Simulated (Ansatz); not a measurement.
# AlN: stiffness from a series of strains

```
CELL_PARAMETERS angstrom
3.11100 0.00000 0.00000
-1.55550 2.69421 0.00000
0.00000 0.00000 4.97800
ATOMIC_POSITIONS crystal
Al 0.33333 0.66667 0.00000
Al 0.66667 0.33333 0.50000
N 0.33333 0.66667 0.38500
N 0.66667 0.33333 0.88500
```

Atoms are numbered in the order listed.

The cell is COD entry 9008860, as deposited and not checked against the literature; nothing was relaxed.

These are results of DFT, PBEsol, all-electron LAPW, scalar-relativistic (Ansatz 0.2.0), not measurements.

Sampling and basis: a Γ-centred 11×11×6 k mesh, Fermi–Dirac smearing of 0.02 eV, basis error target 1 meV/atom, no spin polarisation.

The strain is applied along the Cartesian axes of the cell as listed (γ is the engineering shear, twice εxy = εyz = εzx). Fractional coordinates are held (clamped ions).

σ is the change of stress from the unstrained cell, which is at 0.42 GPa; tension is positive, so slopes are stress–strain coefficients at that pressure.

Only quantities that a quadratic follows smoothly over the whole series are listed; rougher ones are left out.

| γ | σxy (GPa) | σyz (GPa) |
| --- | --- | --- |
| -0.0300 | -5.32 | -3.78 |
| -0.0200 | -3.55 | -2.53 |
| -0.0100 | -1.77 | -1.27 |
| 0.0000 | 0.00 | 0.00 |
| 0.0200 | 3.56 | 2.55 |
| 0.0300 | 5.35 | 3.83 |

**Question.** Fit the series and read off the stiffness at zero strain.

**Answer.** Least-squares fits y = p0 + p1 x + p2 x² to the rows give σxy (GPa): p1 = 178, p2 = 14; σyz (GPa): p1 = 127, p2 = 30.

**Question.** One run, at γ = 0.0100, is withheld. Predict its row.

**Answer.** The fits give 1.78, 1.27; the run gave 1.78, 1.27.
